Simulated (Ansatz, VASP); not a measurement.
**LiCl in VASP and in Ansatz**

Contents of INCAR:

```
SYSTEM = LiCl
  PREC = Accurate
  ENCUT = 520
  EDIFF = 1E-7
  ISMEAR = 0
  SIGMA = 0.05
  LREAL = .FALSE.
  LASPH = .TRUE.
  NELM = 100
  ALGO = Normal
  ISIF = 2
  LWAVE = .FALSE.
  LCHARG = .TRUE.
  GGA = PE
  LELF = .TRUE.
  LVHAR = .TRUE.
  NBANDS = 12
```

File KPOINTS:

```
Automatic mesh
0
G
  8 8 8
  0 0 0
```

File POSCAR:

```
LiCl
1.0
    0.0000000000      2.4878172000      2.6032314000
    2.4878172000      0.0000000000      2.6032314000
    2.4878172000      2.4878172000      0.0000000000
Li Cl
1 1
Direct
    0.0000000000      0.0000000000      0.0000000000
    0.5000000000      0.5000000000      0.5000000000
```

Input for Ansatz:

```yaml
crystal:
  lattice:
    - [0.0, 2.4878172, 2.6032314]
    - [2.4878172, 0.0, 2.6032314]
    - [2.4878172, 2.4878172, 0.0]
  atoms:
    - { symbol: Li, position: [0.0, 0.0, 0.0] }
    - { symbol: Cl, position: [0.5, 0.5, 0.5] }
basis:
  ecutwfc: 420
kpoints:
  mp_grid: { grid: [8, 8, 8] }
hamiltonian:
  xc: pbe
scf:
  occupations: { method: gaussian, width: 0.05 }
output:
  forces: true
  stress: true
  eigenvalues: true
```

Change from the starting cell: strain -0.030 along x and y, +0.015 along z, atoms carried along.

Alike in both runs: task single point; functional PBE; k mesh 8 × 8 × 8; occupations gaussian, width 0.05 eV; no spin polarisation.

```csv
,VASP,Ansatz
version,VASP 6.6.1,Ansatz 0.2.0
potentials or method,"VASP PAW PBE potentials, release 64 (Li_sv, Cl)","scalar-relativistic, plane waves, PAW"
plane-wave cutoff (eV),520,420
valence electrons in the cell,10,10
```

Ansatz gave:

```
gap on the k mesh at the Fermi level (eV) : 6.53
least direct gap on the mesh (eV)         : 6.53
```

Q: What did VASP give for the same quantities?

A: gap on the k mesh at the Fermi level (eV): 6.54; least direct gap on the mesh (eV): 6.54.

 A k mesh can miss the band edges.
